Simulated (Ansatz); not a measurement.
LaAlO₃ (R-3c-perovskite type, space group R-3c)

```
LaAlO3
1.0
    2.70622     1.56244     4.39751
   -2.70622     1.56244     4.39751
    0.00000    -3.12488     4.39751
La Al O
2 2 6
Direct
  0.25000   0.25000   0.25000
  0.75000   0.75000   0.75000
  0.00000   0.00000   0.00000
  0.50000   0.50000   0.50000
  0.78870   0.71130   0.25000
  0.25000   0.78870   0.71130
  0.71130   0.25000   0.78870
  0.21130   0.28870   0.75000
  0.75000   0.21130   0.28870
  0.28870   0.75000   0.21130
```

The atoms are displaced by Q × the pattern below (from a DFPT mode at Γ, largest move 1; Q in Å), at fixed cell. It is one choice among 2 degenerate patterns.

```csv
atom,x,y,z
La1,0.000,0.039,0.000
La2,0.000,0.039,0.000
Al3,0.109,-0.994,0.000
Al4,-0.109,-0.994,0.000
O5,0.000,0.205,-0.216
O6,-0.208,0.565,0.108
O7,0.208,0.565,0.108
O8,0.000,0.205,-0.216
O9,-0.208,0.565,0.108
O10,0.208,0.565,0.108
```

Method: PBE (plane waves to 420 eV, PAW, scalar-relativistic; Ansatz, a quantum-chemistry and plane-wave program). k mesh 8×8×8 (Γ-centred), Fermi-Dirac smearing 0.05 eV. LaAlO3 is run without spin polarisation. LaAlO3 was relaxed with its symmetry unable to fall. The PAW data are Ansatz's earlier set. 

```json
[
 {"Q (Å)": "-0.100", "−dE/dQ from forces (eV/Å)": "4.818"},
 {"Q (Å)": "-0.083", "−dE/dQ from forces (eV/Å)": "4.006"},
 {"Q (Å)": "-0.067", "−dE/dQ from forces (eV/Å)": "3.199"},
 {"Q (Å)": "-0.050", "−dE/dQ from forces (eV/Å)": "2.396"},
 {"Q (Å)": "-0.033", "−dE/dQ from forces (eV/Å)": "1.596"},
 {"Q (Å)": "-0.017", "−dE/dQ from forces (eV/Å)": "0.798"},
 {"Q (Å)": "0.000", "−dE/dQ from forces (eV/Å)": "0.000"},
 {"Q (Å)": "0.017", "−dE/dQ from forces (eV/Å)": "-0.798"},
 {"Q (Å)": "0.033", "−dE/dQ from forces (eV/Å)": "-1.596"},
 {"Q (Å)": "0.050", "−dE/dQ from forces (eV/Å)": "-2.396"},
 {"Q (Å)": "0.067", "−dE/dQ from forces (eV/Å)": "-3.199"},
 {"Q (Å)": "0.083", "−dE/dQ from forces (eV/Å)": "-4.006"},
 {"Q (Å)": "0.100", "−dE/dQ from forces (eV/Å)": "-4.818"}
]
```

**Question.** What harmonic wavenumber does the curvature at Q = 0 give?

**Answer.** 400 cm⁻¹. E″ = 47.84 eV/Å², M = Σ mᵢ|uᵢ|² = 81.2 u, ν̃ = 521.5·√(|E″|/M).

(A displaced cell: forces are minus the slopes of the energy, force constants its curvatures, and phonons follow from these.)
